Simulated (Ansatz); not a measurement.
Ge in Ansatz: the effect of functional

The system is Ge.

```
CELL_PARAMETERS angstrom
0.00000 2.88574 5.11566
2.63050 0.00000 5.11566
2.63050 2.88574 0.00000
ATOMIC_POSITIONS crystal
Ge 0.72649 0.27351 0.72649
Ge 0.27351 0.72649 0.27351
Ge 0.21813 0.21813 0.78187
Ge 0.78187 0.78187 0.21813
```

This isn't the form of Ge at room conditions, which is diamond.

Alike in all runs:

- Program: Ansatz 0.2.0
- Task: band structure
- Potentials or basis: Ansatz PAW
- k mesh: 5 × 5 × 5
- Occupations: fermi-dirac, width 0.05 eV
- Spin: no spin polarisation

```tsv
functional	cutoff	pressure (GPa)	largest force (eV/Å)
LDA	420 eV (not typed: the program's choice for these potentials)	?	?
PBEsol	420 eV (not typed: the program's choice for these potentials)	-3.7	0.09
RPBE	420 eV (not typed: the program's choice for these potentials)	1.5	0.07
revPBE	420 eV (not typed: the program's choice for these potentials)	1.0	0.07
BLYP	420 eV (not typed: the program's choice for these potentials)	6.0	0.12
r2SCAN	500 eV (not typed: the program's choice for these potentials)	-2.6	0.21
```

**Question.** What does the run with functional LDA give?

**Answer.** Pressure -5.3 GPa; largest force 0.12 eV/Å.

Caveats: the PAW data sets come from PBE, with cores solved anew for the run's functional, which leaves a small shift of forces and pressure.

Runs at the PBE level aren't shown here.
